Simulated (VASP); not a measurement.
Runs of VASP 6.6.1 on Al. The cell holds a slab with vacuum, 9 atoms: a = 2.857 Å, b = 2.857 Å, c = 31.160 Å, α = 90.00°, β = 90.00°, γ = 90.00°. The cell was built by a generator and needn't be a form met in nature.

```csv
task,level,potentials or basis,cell,largest force (eV/Å)
work function,LDA,"VASP PAW LDA potentials, release 64 (Al)",as given,0.16
work function,PBE,"VASP PAW PBE potentials, release 64 (Al)",as given,0.01
relaxation of the atoms,PBE,"VASP PAW PBE potentials, release 64 (Al)",atoms relaxed,0.01
work function,PBEsol,"VASP PAW PBE potentials, release 64 (Al)",as given,(a)
```

Alike in all rows: no spin polarisation; k mesh 16 × 16 × 1; cutoff (eV) 520; smearing methfessel-paxton 0.1 eV.

Q: Fill in the values left out.

A: (a) 0.08.

Caveats: the PAW data sets were made with another functional, which shifts forces and pressure a little (some runs).
